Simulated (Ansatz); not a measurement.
Space group P3m1 (No. 156). a = 3.113 Å, b = 3.113 Å, c = 9.809 Å, α = 90.00°, β = 90.00°, γ = 120.00°
| atom | site | symmetry | x | y | z |
| --- | --- | --- | --- | --- | --- |
| Al | 1a | 3m. | 0.0000 | 0.0000 | 0.4958 |
| Al | 1b | 3m. | 0.3333 | 0.6667 | 0.7589 |
| Al | 1a | 3m. | 0.0000 | 0.0000 | 0.9809 |
| Al | 1b | 3m. | 0.3333 | 0.6667 | 0.2388 |
| N | 1b | 3m. | 0.3333 | 0.6667 | 0.4331 |
| N | 1a | 3m. | 0.0000 | 0.0000 | 0.6905 |
| N | 1a | 3m. | 0.0000 | 0.0000 | 0.1770 |

Equation of state of this Al4N3 structure (not necessarily the ground state), with shape and atoms relaxed at each volume where symmetry leaves them free. It has no gap at any of these volumes. Method: Ansatz, DFT PBE, scalar-relativistic, plane waves, PAW.

Settings: cutoff 420 eV, Γ-centred mesh 12×12×4 on the computed 7-atom cell, Gaussian smearing of 0.10 eV; no spin polarisation.

```json
{"V (Å³/atom)": "10.347", "E − E(largest V) (meV/atom)": "53.26", "P (GPa)": "24.77"}
{"V (Å³/atom)": "10.699", "E − E(largest V) (meV/atom)": "7.44", "P (GPa)": "17.04"}
{"V (Å³/atom)": "11.052", "E − E(largest V) (meV/atom)": "-22.62", "P (GPa)": "10.41"}
{"V (Å³/atom)": "11.405", "E − E(largest V) (meV/atom)": "-39.12", "P (GPa)": "4.77"}
{"V (Å³/atom)": "11.758", "E − E(largest V) (meV/atom)": "-44.21", "P (GPa)": "0.00"}
{"V (Å³/atom)": "12.110", "E − E(largest V) (meV/atom)": "-39.50", "P (GPa)": "-4.05"}
{"V (Å³/atom)": "12.463", "E − E(largest V) (meV/atom)": "-26.90", "P (GPa)": "-7.37"}
{"V (Å³/atom)": "12.933", "E − E(largest V) (meV/atom)": "0.00", "P (GPa)": "-10.84"}
```

**Question.** Fit a third-order Birch–Murnaghan equation, E = E0 + (9V0B0/16)·[(x − 1)³B0' + (x − 1)²(6 − 4x)] with x = (V0/V)^(2/3), to E(V).

**Answer.** V0 = 11.76 Å³/atom, B0 = 144 GPa, B0' = 4.7.

The cell was found from a proposed guess, not taken from experiment.
